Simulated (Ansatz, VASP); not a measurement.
I: VASP beside Ansatz

```
I
1.0
    -2.08937    2.08937    2.08937
     2.08937   -2.08937    2.08937
     2.08937    2.08937   -2.08937
I
1
Direct
  0.00000 0.00000 0.00000
```

The real solid is made of molecules; this cell is a model form.

Alike in both runs: task single point; functional r2SCAN; k mesh 8 × 8 × 8; occupations fermi-dirac, width 0.01 eV; no spin polarisation.

```csv
,VASP,Ansatz
version,VASP 6.6.1,Ansatz 0.2.0
potentials or method,"VASP PAW PBE potentials, release 64 (I)","plane waves, PAW"
plane-wave cutoff (eV),520,750
valence electrons in the cell,7,17
```

|  | VASP | Ansatz | Ansatz less VASP |
| --- | --- | --- | --- |
| pressure (GPa) | -0.2 | -0.2 | +0.03 |

The functional is the same, so the differences come from potentials, cutoffs and numerics. The two sets of potentials don't hold the same shells in valence.

Caveats: the PAW data sets were made with another functional, which shifts forces and pressure a little (VASP); an odd number of electrons without spin polarisation forces a metal; a magnetic or distorted state may lie lower. Spin-orbit coupling is left out, which matters for the levels of I.
